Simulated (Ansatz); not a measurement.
A run of Ansatz 0.2.0 is set up as follows.

input.yaml

```yaml
crystal:
  lattice:
    - [0.0, 2.3885, 2.3885]
    - [2.3885, 0.0, 2.3885]
    - [2.3885, 2.3885, 0.0]
  atoms:
    - { symbol: As, position: [0.75, 0.75, 0.75] }
    - { symbol: B, position: [0.0, 0.0, 0.0] }
hamiltonian:
  xc: pbesol
  pseudopotentials: { kind: paw }
kpoints:
  mp_grid: { grid: [7, 7, 7] }
scf:
  occupations: { method: fixed }
phonons:
  method: dfpt
  dielectric: true
  rigid_motions: translations
```

Potentials or basis: Ansatz PAW.

The run is started by

```console
$ ansatz run input.yaml --threads 2 --pin off --max-ram 5632MiB --backend cpu --events-out ev --progress --plain --runs-dir out
```

Task: What does it give for the electronic dielectric tensor (diagonal)?

Result: 9.89.

Task: Predict the Born charges (mean of the diagonal).

Result: As +0.47; B -0.47 e.

Task: Estimate the static dielectric tensor (diagonal).

Result: 9.98.

Phonon frequencies in cm⁻¹ (negative: imaginary):
```csv
q point,frequencies
"(0.000, 0.000, 0.000)",0 0 0 687 687 687
```
